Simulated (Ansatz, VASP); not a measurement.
## One calculation of AlP, two programs

```
CELL_PARAMETERS angstrom
0.00000 2.73520 2.73520
2.73520 0.00000 2.73520
2.73520 2.73520 0.00000
ATOMIC_POSITIONS crystal
Al 0.00000 0.00000 0.00000
P 0.25000 0.25000 0.25000
```

Alike in both runs: functional PBEsol; k mesh 8 × 8 × 8; occupations gaussian, width 0.02 eV; no spin polarisation.

Ansatz relaxed the structure, and its values are those at the end. VASP's run is a single point on that final structure, the one shown.

```csv
,VASP,Ansatz
version,VASP 6.6.1,Ansatz 0.2.0
potentials or method,"VASP PAW PBE potentials, release 64 (Al, P)","scalar-relativistic, plane waves, PAW"
plane-wave cutoff (eV),520,420
valence electrons in the cell,8,8
```

|  | VASP | Ansatz | Ansatz less VASP |
| --- | --- | --- | --- |
| gap on the k mesh at the Fermi level (eV) | 1.45 | 1.45 | +0.003 |
| least direct gap on the mesh (eV) | 3.16 | 3.15 | -0.006 |
| pressure (GPa) | 0.0 | 0.0 | -0.03 |

Caveats: the PAW data sets were made with another functional, which shifts forces and pressure a little (VASP). A k mesh can miss the band edges.
